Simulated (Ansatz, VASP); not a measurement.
**Rb in VASP and in Ansatz**

Contents of INCAR:

```
PREC     = Accurate       # precision mode
ENCUT    = 520            # plane-wave cutoff, eV
EDIFF    = 1E-7           # SCF threshold, eV
ISMEAR   = -1             # smearing method
SIGMA    = 0.05           # smearing width, eV
LREAL    = F              # projectors in reciprocal space
LASPH    = T              # aspherical terms in the spheres
NELM     = 80             # most SCF steps
ALGO     = Normal         # electronic algorithm
ISIF     = 2              # what is computed and relaxed
LWAVE    = F              # write WAVECAR
LCHARG   = F              # write CHGCAR
GGA      = PE             # functional
NBANDS   = 26             # bands
```

The input KPOINTS:

```
regular mesh
0
Gamma
  5 6 3
```

File POSCAR:

```
Rb
1.0
    5.7400000000      0.0000000000      0.0000000000
    0.0000000000      4.6400000000      0.0000000000
    0.0000000000      0.0000000000     12.3800000000
Rb
4
Direct
    0.9550470000      0.7534420000      0.1084780000
    0.5382510000      0.2579020000      0.6064170000
    0.4499860000      0.7525720000      0.3921640000
    0.0344160000      0.2525390000      0.8951380000
```

The input input.yaml:

```yaml
crystal:
  lattice:
    - [5.74, 0.0, 0.0]
    - [0.0, 4.64, 0.0]
    - [0.0, 0.0, 12.38]
  atoms:
    - { symbol: Rb, position: [0.955047, 0.753442, 0.108478] }
    - { symbol: Rb, position: [0.538251, 0.257902, 0.606417] }
    - { symbol: Rb, position: [0.449986, 0.752572, 0.392164] }
    - { symbol: Rb, position: [0.034416, 0.252539, 0.895138] }
hamiltonian:
  xc: pbe
  pseudopotentials: { kind: paw }
kpoints:
  mp_grid: { grid: [5, 6, 3] }
scf:
  occupations: { method: fermi_dirac, width: 0.05 }
output:
  forces: true
  stress: true
  eigenvalues: true
  write_density: true
  write_potential: true
  elf: true
  volumetric_format: npy
```

Change from the starting cell: atoms moved at random, drawn with an rms of 0.05 Å.

Alike in both runs: task single point; functional PBE; k mesh 5 × 6 × 3; occupations fermi-dirac, width 0.05 eV; no spin polarisation.

```csv
,VASP,Ansatz
version,VASP 6.6.1,Ansatz 0.2.0
potentials or method,"VASP PAW PBE potentials, release 64 (Rb_sv)",Ansatz PAW
plane-wave cutoff (eV),520,420
valence electrons in the cell,36,36
```

```csv
,VASP,Ansatz,Ansatz less VASP
gap on the k mesh at the Fermi level (eV),none,none,-
pressure (GPa),1.1,1.1,0.00
largest component of the traceless stress (GPa),1.67,1.67,-0.002
rms of the force components (eV/Å),0.449,0.448,-0.0009
```

Atom by atom the forces differ by 0.001 eV/Å (rms over components). A gap of «none» marks a metal or a gap that the smearing closes.
